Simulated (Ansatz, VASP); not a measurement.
One calculation of Rh, two programs

```xyz
1
Lattice="-1.5153 1.5153 1.5153 1.5153 -1.5153 1.5153 1.5153 1.5153 -1.5153" Properties=species:S:1:pos:R:3 pbc="T T T"
Rh    0.0000    0.0000    0.0000
```

Alike in both runs: functional PBEsol; k mesh 15 × 15 × 15; occupations fermi-dirac, width 0.1 eV; no spin polarisation.

Ansatz relaxed the structure, and its values are those at the end. VASP's run is a single point on that final structure, the one shown.

|  | VASP | Ansatz |
| --- | --- | --- |
| version | VASP 6.6.1 | Ansatz 0.2.0 |
| potentials or method | VASP PAW PBE potentials, release 64 (Rh_pv) | plane waves (420 eV) with PAW, scalar-relativistic |
| plane-wave cutoff (eV) | 520 | 420 |
| valence electrons in the cell | 15 | 17 |

```csv
,VASP,Ansatz,Ansatz less VASP
pressure (GPa),-0.1,0.0,+0.05
```

The two sets of potentials don't hold the same shells in valence. Ansatz warned: «pseudo_functional_mismatch».

Caveats: the PAW data sets were made with another functional, which shifts forces and pressure a little (VASP).
